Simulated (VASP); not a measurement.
Wanted: the native input for a VASP 6.6.1 run.

```yaml
Task: band structure
Functional: PBE
Potentials_or_basis: VASP PAW PBE potentials, release 64 (Cd, Te)
Cutoff: 520 eV
k_mesh: 6 × 6 × 6
Occupations: gaussian, width 0.03 eV
Spin: no spin polarisation
Grid_for_exact_exchange_PRECFOCK: Fast
Further_INCAR_settings: ALGO = Fast; EDIFF = 1e-07; NBANDS = 16
```

The structure of CdTe lies in POSCAR:

```
CdTe                                    
1.0
    0.0000000000      3.2477981880      3.2477981880
    3.2477981880      0.0000000000      3.2477981880
    3.2477981880      3.2477981880      0.0000000000
  Cd              Te            
     1     1
Direct
     0.0000000000000000    0.0000000000000000    0.0000000000000000
     0.2500000000000000    0.2500000000000000    0.2500000000000000
```

One way to write it, as run:

INCAR

```
SYSTEM = CdTe
PREC = Accurate ; ENCUT = 520
EDIFF = 1E-7 ; ISMEAR = 0
SIGMA = 0.03 ; LREAL = .False.
LASPH = .True. ; NELM = 80
ALGO = Fast ; ISIF = 2
LWAVE = .False. ; LCHARG = .False.
GGA = PE ; NBANDS = 16
KPAR = 8
```

KPOINTS

```
Automatic mesh
0
Gamma
  6 6 6
  0 0 0
```

KPOINTS_OPT

```
explicit points
6
Reciprocal
 0.0000000000  0.0000000000  0.0000000000 1
 0.3750000000  0.3750000000  0.7500000000 1
 0.5000000000  0.5000000000  0.5000000000 1
 0.6250000000  0.2500000000  0.6250000000 1
 0.5000000000  0.2500000000  0.7500000000 1
 0.5000000000  0.0000000000  0.5000000000 1
```

Potentials or basis: VASP PAW PBE potentials, release 64 (Cd, Te).

Launch:

```console
$ cat potpaw_PBE.64/Cd/POTCAR potpaw_PBE.64/Te/POTCAR > POTCAR
$ mpirun -np 8 vasp_std > vasp.out
```

Results of the run:

```
Pressure                : 2.4 GPa
Band gap on the k mesh  : 0.75 eV, direct
Band gap along the path : 0.75 eV, direct
```

Caveat: spin-orbit coupling is left out, which moves the levels of the heavy elements.

It took 7.5 s on 8 MPI ranks on Intel(R) Xeon(R) 6975P-C (Granite Rapids), with other jobs on the host, peak memory 0.23 GiB a rank.
